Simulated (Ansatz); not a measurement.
BP:

```xyz
2
Lattice="0.0000 2.2690 2.2690 2.2690 0.0000 2.2690 2.2690 2.2690 0.0000" Properties=species:S:1:pos:R:3 pbc="T T T"
P     3.4035    3.4035    3.4035
B     0.0000    0.0000    0.0000
```

Base run:

```yaml
Program: Ansatz 0.2.0
Functional: PBE
Potentials_or_basis: Ansatz PAW
Cutoff: "420 eV (not typed: the program's choice for these potentials)"
k_mesh: 14 × 14 × 14
Occupations: fermi-dirac, width 0.05 eV
Spin: no spin polarisation
```

Its results: band gap on the k mesh 1.24 eV, indirect (least direct gap 3.40 eV); pressure 1.1 GPa.

Q: The run is repeated on the same cell with these changes: functional from PBE to revPBE; k mesh from 14 × 14 × 14 to 10 × 10 × 10. What comes out?

A: Band gap on the k mesh 1.26 eV, indirect (least direct gap 3.40 eV); pressure 3.3 GPa.

Several settings changed at once, so the effect can't be laid on one alone.

Caveats: the PAW data sets come from PBE, with cores solved anew for the run's functional, which leaves a small shift of forces and pressure (some runs).
